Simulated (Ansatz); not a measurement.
## In₃Sb: how the occupation rule moves the results

Computed with DFT r2SCAN, scalar-relativistic, plane waves, PAW (Ansatz 0.2.0).

```cif
data_structure
_symmetry_space_group_name_H-M 'P 1'
_symmetry_Int_Tables_number 1
_cell_length_a 4.8370
_cell_length_b 4.8370
_cell_length_c 4.8370
_cell_angle_alpha 90.000
_cell_angle_beta 90.000
_cell_angle_gamma 90.000
_cell_volume 113.17
loop_
_atom_site_label
_atom_site_type_symbol
_atom_site_fract_x
_atom_site_fract_y
_atom_site_fract_z
_atom_site_occupancy
In1 In 0.50000 0.50000 0.00000 1
In2 In 0.50000 0.00000 0.50000 1
In3 In 0.00000 0.50000 0.50000 1
Sb1 Sb 0.00000 0.00000 0.00000 1
```

```
plane-wave cutoff : 500 eV
Γ-centred k-mesh  : 10×10×10
spin treatment    : unpolarised
```

The atoms stay fixed while the occupation rule is varied. ΔE is the energy extrapolated to zero smearing, less that of the reference run (10×10×10 Γ-centred mesh, Gaussian smearing 0.1 eV). The cell isn't necessarily relaxed at this level. Spin–orbit coupling is left out. Pressure is positive in compression.

| rule, width (eV) | ΔE (meV/atom) | ΔF, free energy (meV/atom) | P (GPa) |
| --- | --- | --- | --- |
| Gaussian 0.1 | 0.00 | 0.00 | -1.21 |
| Gaussian 0.05 | 0.05 | 1.15 | -1.21 |
| Gaussian 0.2 | -0.32 | -4.22 | -1.23 |
| Gaussian 0.5 | -1.81 | -30.2 | -1.22 |
| Fermi–Dirac 0.01 | 0.13 | 1.48 | -1.22 |
| Fermi–Dirac 0.02 | 0.06 | 1.13 | -1.21 |
| Fermi–Dirac 0.1 | -0.56 | -7.55 | -1.23 |
| Fermi–Dirac 0.5 | 0.26 | -197 | -0.68 |
| Methfessel–Paxton 0.01 | 0.20 | 1.69 | -1.26 |
| Methfessel–Paxton 0.1 | 0.06 | 1.51 | -1.20 |
| Methfessel–Paxton 0.2 | -0.09 | 1.22 | -1.20 |
| cold 0.02 | 0.18 | 1.64 | -1.24 |
| tetrahedron | -1.20 | 0.30 | -1.15 |